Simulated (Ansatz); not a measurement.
# Sb (Antimony): further runs on the relaxed cell

The task here is to estimate one member of a computed series from the others.

Program: Ansatz 0.2.0. Level of theory: DFT PBE+D3(BJ), scalar-relativistic, plane waves, PAW. These are calculated values, not measurements.

1 further run of the same task is left out (set aside as unsound or not needed).

## The starting structure

Symmetry: R-3m, No. 166, trigonal system. Conventional cell: a = 4.323 Å, b = 4.323 Å, c = 11.039 Å, α = 90.00°, β = 90.00°, γ = 120.00°. Sb (site symmetry 3m) is surrounded by 6 Sb at 2.93 to 3.29 Å.

Structure file:

```cif
data_structure
_symmetry_space_group_name_H-M 'P 1'
_symmetry_Int_Tables_number 1
_cell_length_a 4.4464
_cell_length_b 4.4464
_cell_length_c 4.4464
_cell_angle_alpha 58.176
_cell_angle_beta 58.176
_cell_angle_gamma 58.176
_cell_volume 59.56
loop_
_atom_site_label
_atom_site_type_symbol
_atom_site_fract_x
_atom_site_fract_y
_atom_site_fract_z
_atom_site_occupancy
Sb1 Sb 0.23615 0.23615 0.23615 1
Sb2 Sb 0.76385 0.76385 0.76385 1
```

This cell was relaxed beforehand with the same method: volume 29.78 Å³/atom, gap on the mesh none (metal).

Set-up of the first run:

Contents of input.yaml:

```yaml
crystal:
  lattice:
    - [2.1616083255, 1.2480051486, 3.6796745288]
    - [-2.1616083255, 1.2480051486, 3.6796745288]
    - [0.0, -2.4960102972, 3.6796745288]
  atoms:
    - { symbol: Sb, position: [0.2361487235, 0.2361487235, 0.2361487235] }
    - { symbol: Sb, position: [0.7638512765, 0.7638512765, 0.7638512765] }
basis:
  ecutwfc: 420
kpoints:
  mp_grid: { grid: [12, 12, 12] }
  band_path:
    path:
      - [[0.0, 0.0, 0.0], [0.5, 0.5, 0.5], [0.75664617, 0.24335383, 0.5]]
      - [[0.5, -0.24335383, 0.24335383], [0.5, 0.0, 0.0], [0.0, 0.0, 0.0], [0.37167692, -0.37167692, 0.0]]
      - [[0.62832308, 0.0, 0.37167692], [0.5, 0.0, 0.5], [0.0, 0.0, 0.0]]
    npoints: 14
hamiltonian:
  xc: pbe
  dispersion: d3bj
scf:
  occupations: { method: gaussian, width: 0.1 }
  n_extra_bands: 6
output:
  forces: true
  stress: true
  eigenvalues: true
  populations: true
  dos: { projected: true, de: 0.02, nscf_kmesh: { grid: [18, 18, 18] } }
  bader: true
  write_density: true
  write_potential: true
  elf: true
  volumetric_format: npy
```

Launch:

```bash
ansatz run input.yaml --threads 1 --pin off --max-ram 2560MiB --backend cpu --events-out ev --progress --plain --runs-dir out
```

Among the steps run: Static run: bands, density of states and charges; The cell under PBEsol; Relaxing with LDA; Relaxing with PBE.

One table of the session follows, with a row left open; its other results are not shown here.

It belongs to the step «One structure, several functionals». 

| functional | a (Å) | b (Å) | c (Å) | volume (Å³/atom) |
| --- | --- | --- | --- | --- |
| PBE+D3(BJ) | 4.446 | 4.446 | 4.446 | 29.78 |
| PBEsol | 4.451 | 4.451 | 4.451 | 29.82 |
| LDA | ? | ? | ? | ? |
| PBE | 4.595 | 4.595 | 4.595 | 31.84 |

Q: Estimate the row for LDA from the others.

As computed: a (Å): 4.418; b (Å): 4.418; c (Å): 4.418; volume (Å³/atom): 29.20. In the column «a (Å)» it is the lowest.
